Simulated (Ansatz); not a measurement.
CsI:
```cif
data_CsI
_chemical_formula_sum 'Cs1 I1'
_space_group_name_H-M_alt 'P 1'
_space_group_IT_number 1
_cell_length_a 4.40138
_cell_length_b 4.40138
_cell_length_c 4.40138
_cell_angle_alpha 90.000
_cell_angle_beta 90.000
_cell_angle_gamma 90.000
loop_
_space_group_symop_operation_xyz
  'x, y, z'
loop_
_atom_site_label
_atom_site_type_symbol
_atom_site_fract_x
_atom_site_fract_y
_atom_site_fract_z
_atom_site_occupancy
Cs1 Cs 0.00000 0.00000 0.00000 1
I1 I 0.50000 0.50000 0.50000 1
```

Relaxed with LDA.

Question: Decompose the optical modes at the zone centre into irreducible representations, and say which are infrared and Raman allowed.

Answer: Point group m-3m: Γ_opt = T1u. Infrared: T1u. Raman: none.

Question: Assign frequencies (DFPT, plane-wave PAW LDA (Ansatz code); without the LO–TO term).

Answer: T1u 68 cm⁻¹.

Space group Pm-3m (CsCl type). The cell was relaxed with LDA under the symmetry of its start; phonons on a q-mesh show no instability. Scalar-relativistic: spin–orbit coupling is off unless named, which matters more the heavier the elements.

Potentials: the later of the program's two PAW sets.
